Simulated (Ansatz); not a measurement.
Write the native input for Ansatz 0.2.0 that does the following.

* Task: single point
* Functional: PBE
* Potentials or basis: all-electron LAPW, scalar-relativistic
* Cutoff: 645 eV (chosen from the basis error)
* Basis error allowed: 0.001 eV/atom
* k mesh: 6 × 6 × 20
* Occupations: fermi-dirac, width 0.05 eV
* Spin: no spin polarisation

Crystal: C.

```
CELL_PARAMETERS angstrom
4.25517 0.00000 0.00000
0.00000 4.25517 0.00000
0.00000 0.00000 1.28229
ATOMIC_POSITIONS crystal
C 0.50000 0.50000 0.50000
```

The cell was built by a generator and needn't be a form met in nature.

The input as run:

input.yaml

```yaml
crystal:
  lattice:
    - [4.25517, 0.0, 0.0]
    - [0.0, 4.25517, 0.0]
    - [0.0, 0.0, 1.28229]
  atoms:
    - { symbol: C, position: [0.5, 0.5, 0.5] }
kpoints:
  mp_grid: { grid: [6, 6, 20] }
scf:
  occupations: { method: fermi_dirac, width: 0.05 }
hamiltonian:
  xc: pbe
  pseudopotentials: { kind: all_electron, lapw: { basis_error: 0.001 } }
output:
  forces: true
  stress: true
  eigenvalues: true
  populations: true
```

Potentials or basis: all-electron LAPW, scalar-relativistic.

Run with:

```console
$ ansatz run input.yaml --threads 1 --pin off --max-ram 3072MiB --backend cpu --events-out ev --progress --plain --runs-dir out
```

It gave:

```yaml
Pressure: 0.1 GPa
Band_gap_on_the_k_mesh: none (metal or under the smearing width)
```

Run time: 9.6 s on 1 thread of Arm Neoverse V2, with other jobs on the host, peak memory 0.44 GiB.
